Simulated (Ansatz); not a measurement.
# MoS2 (P-3m1) in Ansatz: relaxation of cell and atoms with PBEsol

Aim: the relaxation of cell and atoms of MoS2 with PBEsol.

Program: Ansatz 0.2.0. These are calculated values, not measurements. Logs are shortened: lines on timing, memory, paths and dates and some standing lists are left out, and cuts for length are marked.

### Step 1. The crystal as given

The structure is trigonal, space group P-3m1 (No. 164). The conventional cell has a = 3.227 Å, b = 3.227 Å, c = 6.312 Å, α = 90.00°, β = 90.00°, γ = 120.00°. Mo (site symmetry -3m) is surrounded by 6 S at 2.42 Å. Around S (site symmetry 3m) lie 3 Mo at 2.42 Å.

Measurements of this composition are mostly on another form, of space group No. 194.

### Step 2. Relaxation of cell and atoms, PBEsol

File input.yaml:

```yaml
crystal:
  lattice:
    - [3.2274645616, 0.0, 0.0]
    - [-1.6137322808, 2.7950663001, 0.0]
    - [0.0, 0.0, 6.31247342]
  atoms:
    - { symbol: Mo, position: [0.0, 0.0, 0.5] }
    - { symbol: S, position: [0.6666666667, 0.3333333333, 0.74468068] }
    - { symbol: S, position: [0.3333333333, 0.6666666667, 0.25531932] }
kpoints:
  mp_grid: { grid: [9, 9, 4] }
scf:
  occupations: { method: fermi_dirac, width: 0.05 }
hamiltonian:
  xc: pbesol
  pseudopotentials: { kind: all_electron, lapw: { basis_error: 0.002 } }
output:
  forces: true
  stress: true
relax:
  f_tol: 0.02
  max_steps: 60
  cell: {}
```

Potentials or basis: all-electron LAPW, scalar-relativistic.

The run is started by

```
> ansatz run input.yaml --threads 2 --pin off --max-ram 6144MiB --backend cpu --events-out ev --progress --plain --runs-dir out
```

The log of the run:

```text
Warning: RAYON_NUM_THREADS=2 ignored (pool sized by the plan → 2); use --threads N
The last accepted step is kept in <dir> (removed where the run ends without a failure and the disk answers)
LAPW: plane waves up to 8.175 Å⁻¹, error target 2.0e-3 eV per atom; small_component_spin mean_spin; S in spheres of 1.039 Å, 14 of its electrons in bands, Dirac shells []; Mo in spheres of 1.309 Å, 30 of its electrons in bands, Dirac shells [] (how accurate: hamiltonian.pseudopotentials.lapw.basis_error, Limitations)
Engine: ansatz 0.2.0, aarch64-unknown-linux-gnu
Pseudopotentials: kind: all_electron
Pseudopotential: Mo, LAPW, valence charge 30, lapw/all_electron/scalar/gaussian/Mo, Koelling and Harmon's equation, gaussian nucleus
Pseudopotential: S, LAPW, valence charge 14, lapw/all_electron/scalar/gaussian/S, Koelling and Harmon's equation, gaussian nucleus
Functional definition: PBEsol
  exchange = pbesol_x
  correlation = pbesol_c
Crystal: 3 atoms, lattice volume = 56.945 Å³
Basis set: ecut = 254.61424765227514 eV, 527 PW (Γ), exchange–correlation at level 2
Bands: 35, of which v1, the nominal top of the filled ones, is band 29 counted from 1 (28 counted from 0)
Symmetry: 12 space group operations
Space group: P-3m1 (ITA 164), of the structure as read, at distance tolerance 3.8e-5 Å
k-points: 43 of 324
Non-local potential: Mo, projectors of the file, none
Non-local potential: S, projectors of the file, none
Initial density: superposition of atomic densities (chi_scale 0.1, normalization cell, long waves kept (reshape's long-wave potential 0.17 eV rms))
Initial wavefunctions: plane waves of lowest kinetic energy (no species holds an atomic orbital)
Functional: x = pbesol(κ = 0.804, μ = 0.12345679012345678), c = pbesol(β = 0.046)
iter 1 solved again at ethr=7.16e-3 eV; its pass at ethr=1.00e-1 eV (dr2=4.15e0 eV) is discarded
SCF iter   1: F=—  HF=-131813.951367 eV  |F-HF|=—  |Δ(HF+E_count)|=         —  Δρ=6.73e-2  dr2=4.15e0  ethr=7.16e-3  ⟨swp⟩=2.0  Hψ=9848  notcnv=0
preconditioner: auto → LDOS  [metal: Δε(μ)=0.039 eV  Ē_g=10.075 eV  σ=0.050 eV  W_gap=0.19  n_scr=22 (ndim 8)  ℏωp=20.9 eV  f_vac=0.132  D(μ)=1.58/eV (n_scr^D=4)  β→1.0]
iter 2 solved again at ethr=5.41e-4 eV; its pass at ethr=7.15e-3 eV (dr2=3.14e-1 eV) is discarded
SCF iter   2: F=—  HF=-131812.577811 eV  |F-HF|=—  |Δ(HF+E_count)|=    1.37e0  Δρ=2.56e-2  dr2=3.16e-1  ethr=5.41e-4  ⟨swp⟩=2.0  Hψ=7682  notcnv=0
SCF iter   3: F=—  HF=-131812.413543 eV  |F-HF|=—  |Δ(HF+E_count)|=   1.64e-1  Δρ=7.65e-3  dr2=4.13e-2  ethr=5.41e-4  ⟨swp⟩=3.0  Hψ=4965  notcnv=0
SCF iter   4: F=—  HF=-131812.385795 eV  |F-HF|=—  |Δ(HF+E_count)|=         —  Δρ=1.89e-3  dr2=4.26e-3  ethr=7.11e-5  ⟨swp⟩=3.0  Hψ=4849  notcnv=0
the basis was enlarged: its passes take 108.3 KiB over the memory plan, 2 of 2 planned eigensolver slots
SCF iter   5: F=—  HF=-131812.385237 eV  |F-HF|=—  |Δ(HF+E_count)|=   5.59e-4  Δρ=2.74e-4  dr2=1.17e-4  ethr=7.34e-6  ⟨swp⟩=2.0  Hψ=4239  notcnv=0
SCF iter   6: F=—  HF=-131812.385216 eV  |F-HF|=—  |Δ(HF+E_count)|=   2.09e-5  Δρ=4.15e-5  dr2=8.70e-7  ethr=2.02e-7  ⟨swp⟩=2.1  Hψ=4242  notcnv=0
SCF iter   7: F=-131812.385216 eV  HF=-131812.385216 eV  |F-HF|=3.34e-8  |Δ(HF+E_count)|=   1.03e-7  Δρ=1.19e-5  dr2=6.78e-8  ethr=1.50e-9  ⟨swp⟩=3.0  Hψ=4447  notcnv=0
SCF 1 converged in 7 iterations: F = -131812.385216 eV  dr2 = 6.78e-8
relax step   1: F+E_penalty+E_count = -131812.38521560 eV  Δ(F+E_penalty+E_count) = +0.000e0 eV  max|allowed force component| = 1.993e-2 eV/Å  Δτ_max = 0.0000 Å  P = -3.428 GPa  Ω = 56.945 Å³  (7 SCF iters, accepted)
Crystal: 3 atoms, lattice volume = 50.529 Å³
Basis set: ecut = 275.7326443270302 eV, 527 PW (Γ), exchange–correlation at level 2
Initial density: handed on by an earlier stage of this run
Initial wavefunctions: those handed on with the density
iter 1 solved again at ethr=9.44e-5 eV; its pass at ethr=1.00e-1 eV (dr2=5.48e-2 eV) is discarded
SCF iter   1: F=—  HF=-131812.429518 eV  |F-HF|=—  |Δ(HF+E_count)|=         —  Δρ=9.35e-3  dr2=5.60e-2  ethr=9.44e-5  ⟨swp⟩=4.0  Hψ=8520  notcnv=0
preconditioner: auto → LDOS  [metal: Δε(μ)=0.011 eV  Ē_g=9.721 eV  σ=0.050 eV  W_gap=0.06  n_scr=22 (ndim 8)  ℏωp=22.2 eV  f_vac=0.073  D(μ)=0.98/eV (n_scr^D=2)  β→1.0]
SCF iter   2: F=—  HF=-131812.419695 eV  |F-HF|=—  |Δ(HF+E_count)|=   9.82e-3  Δρ=5.54e-3  dr2=2.26e-2  ethr=9.44e-5  ⟨swp⟩=3.0  Hψ=4768  notcnv=0
iter 3 solved again at ethr=4.13e-7 eV; its pass at ethr=3.89e-5 eV (dr2=2.40e-4 eV) is discarded
SCF iter   3: F=—  HF=-131812.410066 eV  |F-HF|=—  |Δ(HF+E_count)|=   9.63e-3  Δρ=6.97e-4  dr2=2.44e-4  ethr=4.13e-7  ⟨swp⟩=2.8  Hψ=7523  notcnv=0
SCF iter   4: F=—  HF=-131812.409973 eV  |F-HF|=—  |Δ(HF+E_count)|=   9.25e-5  Δρ=1.35e-4  dr2=5.81e-6  ethr=4.13e-7  ⟨swp⟩=2.4  Hψ=4259  notcnv=0
SCF iter   5: F=—  HF=-131812.409971 eV  |F-HF|=—  |Δ(HF+E_count)|=   2.11e-6  Δρ=2.51e-5  dr2=3.93e-7  ethr=1.00e-8  ⟨swp⟩=3.0  Hψ=4356  notcnv=0
SCF iter   6: F=-131812.409971 eV  HF=-131812.409971 eV  |F-HF|=5.54e-8  |Δ(HF+E_count)|=   1.11e-7  Δρ=8.42e-6  dr2=7.22e-8  ethr=6.78e-10  ⟨swp⟩=3.0  Hψ=4488  notcnv=0
SCF 2 converged in 6 iterations: F = -131812.409971 eV  dr2 = 7.22e-8
relax step   2: F+E_penalty+E_count = -131812.40997124 eV  Δ(F+E_penalty+E_count) = -2.476e-2 eV  max|allowed force component| = 1.663e-1 eV/Å  Δτ_max = 0.1212 Å  P = +2.110 GPa  Ω = 50.529 Å³  (6 SCF iters, accepted)
Crystal: 3 atoms, lattice volume = 53.406 Å³
Basis set: ecut = 265.74049177498057 eV, 527 PW (Γ), exchange–correlation at level 2
iter 1 solved again at ethr=2.21e-5 eV; its pass at ethr=1.00e-1 eV (dr2=1.28e-2 eV) is discarded
SCF iter   1: F=—  HF=-131812.441481 eV  |F-HF|=—  |Δ(HF+E_count)|=         —  Δρ=4.66e-3  dr2=1.40e-2  ethr=2.21e-5  ⟨swp⟩=4.1  Hψ=8686  notcnv=0
preconditioner: auto → LDOS  [metal: Δε(μ)=0.086 eV  Ē_g=9.668 eV  σ=0.050 eV  W_gap=0.38  n_scr=22 (ndim 8)  ℏωp=21.6 eV  f_vac=0.120  D(μ)=0.96/eV (n_scr^D=2)  β→1.0]
SCF iter   2: F=—  HF=-131812.439147 eV  |F-HF|=—  |Δ(HF+E_count)|=   2.33e-3  Δρ=2.89e-3  dr2=6.60e-3  ethr=2.21e-5  ⟨swp⟩=3.0  Hψ=4707  notcnv=0
iter 3 solved again at ethr=1.53e-7 eV; its pass at ethr=1.14e-5 eV (dr2=8.87e-5 eV) is discarded
SCF iter   3: F=—  HF=-131812.436391 eV  |F-HF|=—  |Δ(HF+E_count)|=   2.76e-3  Δρ=3.53e-4  dr2=8.89e-5  ethr=1.53e-7  ⟨swp⟩=2.5  Hψ=7381  notcnv=0
SCF iter   4: F=—  HF=-131812.436371 eV  |F-HF|=—  |Δ(HF+E_count)|=   2.00e-5  Δρ=7.39e-5  dr2=3.18e-6  ethr=1.53e-7  ⟨swp⟩=2.0  Hψ=4240  notcnv=0
SCF iter   5: F=—  HF=-131812.436370 eV  |F-HF|=—  |Δ(HF+E_count)|=   7.75e-7  Δρ=1.44e-5  dr2=1.12e-7  ethr=5.47e-9  ⟨swp⟩=2.7  Hψ=4308  notcnv=0
SCF iter   6: F=-131812.436370 eV  HF=-131812.436370 eV  |F-HF|=1.31e-8  |Δ(HF+E_count)|=   5.46e-8  Δρ=4.12e-6  dr2=1.78e-8  ethr=1.94e-10  ⟨swp⟩=3.0  Hψ=4614  notcnv=0
[... 29 lines left out ...]
preconditioner: auto → LDOS  [metal: Δε(μ)=0.099 eV  Ē_g=9.669 eV  σ=0.050 eV  W_gap=0.46  n_scr=22 (ndim 8)  ℏωp=21.8 eV  f_vac=0.087  D(μ)=1.03/eV (n_scr^D=2)  β→1.0]
SCF iter   2: F=—  HF=-131812.438479 eV  |F-HF|=—  |Δ(HF+E_count)|=   1.13e-4  Δρ=5.99e-4  dr2=8.40e-4  ethr=2.59e-6  ⟨swp⟩=3.0  Hψ=4515  notcnv=0
iter 3 solved again at ethr=3.70e-9 eV; its pass at ethr=1.45e-6 eV (dr2=2.15e-6 eV) is discarded
SCF iter   3: F=—  HF=-131812.438339 eV  |F-HF|=—  |Δ(HF+E_count)|=   1.40e-4  Δρ=5.86e-5  dr2=2.29e-6  ethr=3.70e-9  ⟨swp⟩=3.0  Hψ=7584  notcnv=0
SCF iter   4: F=-131812.438339 eV  HF=-131812.438339 eV  |F-HF|=1.28e-9  |Δ(HF+E_count)|=   2.40e-7  Δρ=1.14e-5  dr2=5.74e-8  ethr=3.70e-9  ⟨swp⟩=2.4  Hψ=4278  notcnv=0
SCF 6 converged in 4 iterations: F = -131812.438339 eV  dr2 = 5.74e-8
relax step   6: F+E_penalty+E_count = -131812.43833932 eV  Δ(F+E_penalty+E_count) = -1.723e-4 eV  max|allowed force component| = 5.376e-3 eV/Å  Δτ_max = 0.0114 Å  P = +0.072 GPa  Ω = 52.098 Å³  (4 SCF iters, accepted)
Crystal: 3 atoms, lattice volume = 52.151 Å³
Basis set: ecut = 269.98750372406863 eV, 527 PW (Γ), exchange–correlation at level 2
iter 1 solved again at ethr=1.45e-8 eV; its pass at ethr=1.00e-1 eV (dr2=8.43e-6 eV) is discarded
SCF iter   1: F=—  HF=-131812.438348 eV  |F-HF|=—  |Δ(HF+E_count)|=         —  Δρ=5.26e-5  dr2=4.42e-6  ethr=1.45e-8  ⟨swp⟩=5.0  Hψ=8554  notcnv=0
preconditioner: auto → LDOS  [metal: Δε(μ)=0.090 eV  Ē_g=9.665 eV  σ=0.050 eV  W_gap=0.42  n_scr=22 (ndim 8)  ℏωp=21.8 eV  f_vac=0.088  D(μ)=1.04/eV (n_scr^D=2)  β→1.0]
SCF iter   2: F=—  HF=-131812.438347 eV  |F-HF|=—  |Δ(HF+E_count)|=   5.60e-7  Δρ=3.43e-5  dr2=1.95e-6  ethr=7.63e-9  ⟨swp⟩=3.0  Hψ=4653  notcnv=0
iter 3 solved again at ethr=1.93e-11 eV; its pass at ethr=3.36e-9 eV (dr2=1.12e-8 eV) is discarded
SCF iter   3: F=-131812.438346 eV  HF=-131812.438346 eV  |F-HF|=9.11e-9  |Δ(HF+E_count)|=   5.72e-7  Δρ=4.27e-6  dr2=1.16e-8  ethr=1.93e-11  ⟨swp⟩=3.0  Hψ=7614  notcnv=0
SCF 7 converged in 3 iterations: F = -131812.438346 eV  dr2 = 1.16e-8
relax step   7: F+E_penalty+E_count = -131812.43834637 eV  Δ(F+E_penalty+E_count) = -7.050e-6 eV  max|allowed force component| = 1.772e-5 eV/Å  Δτ_max = 0.0011 Å  P = +0.006 GPa  Ω = 52.151 Å³  (3 SCF iters, accepted)
iter 1 solved again at ethr=3.69e-11 eV; its pass at ethr=1.00e-1 eV (dr2=2.14e-8 eV) is discarded
SCF iter   1: F=—  HF=-131812.438357 eV  |F-HF|=—  |Δ(HF+E_count)|=         —  Δρ=9.93e-6  dr2=1.26e-8  ethr=3.69e-11  ⟨swp⟩=6.3  Hψ=11638  notcnv=0  reapply=34
SCF iter   2: F=-131812.438357 eV  HF=-131812.438357 eV  |F-HF|=7.77e-9  |Δ(HF+E_count)|=   2.47e-7  Δρ=2.51e-6  dr2=6.46e-9  ethr=2.18e-11  ⟨swp⟩=3.0  Hψ=4658  notcnv=0
SCF 8 converged in 2 iterations: F = -131812.438357 eV  dr2 = 6.46e-9
relax step   8: F+E_penalty+E_count = -131812.43835721 eV  Δ(F+E_penalty+E_count) = -1.084e-5 eV  max|allowed force component| = 1.705e-4 eV/Å  Δτ_max = 0.0000 Å  P = +0.007 GPa  Ω = 52.151 Å³  stress off target by 1.10e-2 GPa  SCF on the basis re-selected at this cell (its energy is not comparable with the rows above)  (2 SCF iters)
basis re-selected at this cell: Δ(F+E_penalty+E_count) = -1.084e-5 eV, ΔP = +0.001 GPa vs the last step (what re-selecting the basis moved, after the strain that the cell walked since its last selection, with what the two solves' SCF thresholds leave and, on support functions, any second-order correction that the steps lacked; it is no measure of the basis error at this ecutwfc). This SCF's stress stands 1.10e-2 GPa from its target on what of the cell is left free (relax.cell.stress_tol is 5.00e-2 GPa) and its largest allowed force component is 1.71e-4 eV/Å (relax.f_tol is 2.00e-2 eV/Å): within both
SCF converged after 2 iterations
Free energy (F): -131812.438357 eV
Harris-Foulkes:  -131812.438357 eV  (|F-HF|=7.77e-9)
Internal energy: -131812.429845 eV  (E = F + TS)
E sigma→0 (E₀):  -131812.434101 eV
Entropy (-TS):   -0.008512 eV (-2.837 meV/atom)
Fermi energy:    12.804644 eV
--- Per-component energies (eV) ---
  E_band       = -6775.005450
  E_kinetic    = 135890.722485
  E_xc         = -4672.886190
  E_electrostatic = -263030.266140  (all electrons and nuclei)
  E_smearing   = -0.008512  (= −TS)
  E_closure    = 0.000000  (closes the sum)
  E_atoms      = -131789.879735  (free atoms, spherical and without spin; not in F)
  Σ components = -131812.438357   (vs F -131812.438357, Δ=0.00e0)
  Basis errors (estimates in eV, not in F): energy 1.0e-3 per atom: plane waves 9.3e-4 (5.4e-4 summed), levels above the bands 6.7e-55, relativity 1.7e-8, radial functions 9.4e-5, core shells 1.3e-6; eigenvalues (radial functions only) 9.2e-7; not estimated: angular momenta, meshes, grids; target (lapw.basis_error) 2.0e-3; muffin-tin radii S 1.009 Å, Mo 1.271 Å
--- Forces (eV/Å), atoms counted from 1 ---
  atom   1  Mo     0.00000000     0.00000000     0.00000000
  atom   2  S      0.00000000     0.00000000     0.00017050
  atom   3  S      0.00000000     0.00000000    -0.00017050
  max |Σ_I F_I| component: 3.29e-31 eV/Å
--- Stress (GPa, compression-positive) ---
        0.010998       0.000000       0.000000
        0.000000       0.010998      -0.000000
        0.000000      -0.000000      -0.002354
  P = ⅓ Tr σ = 0.0065 GPa (0.065 kbar)
--- Relaxed structure (7 steps of the walk, 7 accepted, 1 SCFs on fresh bases) ---
  F+E_penalty+E_count = -131812.43835721 eV   max|allowed force component| = 1.705e-4 eV/Å   (the final SCF, on the basis selected at the relaxed cell)
  cell:  # Å, volume = 52.1509 Å³
    - [3.148823907214194, -1.4530591355290578e-34, 3.985303311227626e-33]
    - [-1.574411953607097, 2.726961495691266, -6.437356656438659e-18]
    - [-1.6853407552335152e-33, -1.4538346652793873e-17, 6.073434286471468]
  atoms:
    - { symbol: Mo, position: [0.0, -3.851859888774472e-34, 0.5] }
    - { symbol: S, position: [0.6666666666666666, 0.33333333333333337, 0.7601980942301602] }
    - { symbol: S, position: [0.33333333333333337, 0.6666666666666667, 0.23980190576984003] }
```

Wall time 48 s (2 threads of Arm Neoverse V1, shared host); peak memory 0.37 GiB.

Results:

| Quantity | Value |
| --- | --- |
| Free energy | -131812.4384 eV |
| Relaxed volume | 17.38 Å³/atom |
| Relaxed cell | a = 3.149 Å, b = 3.149 Å, c = 6.073 Å, α = 90.00°, β = 90.00°, γ = 120.00° |
| Space group after relaxing (to 0.05 Å) | P-3m1 (No. 164) |
| Energy gained by relaxing | 17.7 meV/atom |
| Ionic steps | 8 |
| Pressure after relaxing | 0.0 GPa |

The path:
```
step  energy change (eV)  largest force (eV/Å)  volume (Å³)
   1              0.0000                0.0199        56.94
   2             -0.0248                0.1663        50.53
   3             -0.0512                0.0022        53.41
   4             -0.0522                0.0091        52.91
   5             -0.0530                0.0288        52.39
   6             -0.0531                0.0054        52.10
   7             -0.0531                0.0000        52.15
   8             -0.0531                0.0002        52.15
```

Final structure:
```xyz
3
Lattice="3.1488 0.0000 0.0000 -1.5744 2.7270 0.0000 0.0000 0.0000 6.0734" Properties=species:S:1:pos:R:3 pbc="T T T"
Mo    0.0000    0.0000    3.0367
S     1.5744    0.9090    4.6170
S     0.0000    1.8180    1.4564
```

Caveat: this functional lacks dispersion, which binds the layers, so the pressure and a relaxed spacing across them are unreliable.
